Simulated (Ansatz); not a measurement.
The system is ZnS.

```xyz
2
Lattice="0.0000 2.7020 2.7020 2.7020 0.0000 2.7020 2.7020 2.7020 0.0000" Properties=species:S:1:pos:R:3 pbc="T T T"
Zn    4.0530    4.0530    4.0530
S     0.0000    0.0000    0.0000
```

```yaml
Program: Ansatz 0.2.0
Task: relaxation of cell and atoms
Functional: PBEsol
Potentials_or_basis: Ansatz PAW
Cutoff: "420 eV (not typed: the program's choice for these potentials)"
k_mesh: 9 × 9 × 9
Occupations: fermi-dirac, width 0.05 eV
Spin: no spin polarisation
```

At the start: volume 19.73 Å³/atom.

Question: Where does the relaxation end?

Answer: It ends after 4 steps and the volume is 19.20 Å³/atom (-2.7 %); space group F-43m (No. 216, to 0.05 Å).

Step by step:
| step | energy change (eV) | largest force (eV/Å) | volume (Å³) |
| --- | --- | --- | --- |
| 1 | 0.0000 | 0.0000 | 39.45 |
| 2 | -0.0056 | 0.0000 | 38.85 |
| 3 | -0.0069 | 0.0000 | 38.40 |
| 4 | -0.0065 | 0.0000 | 38.40 |

Final structure:
```
Zn S
1.0
     0.00000    2.67777    2.67777
     2.67777    0.00000    2.67777
     2.67777    2.67777    0.00000
Zn S
1 1
Direct
  0.75000 0.75000 0.75000
  0.00000 0.00000 0.00000
```

Caveat: the plane-wave basis is chosen anew once the cell has moved, so the energies of steps on either side of that aren't comparable; the PAW data sets come from PBE, with cores solved anew for the run's functional, which leaves a small shift of forces and pressure.
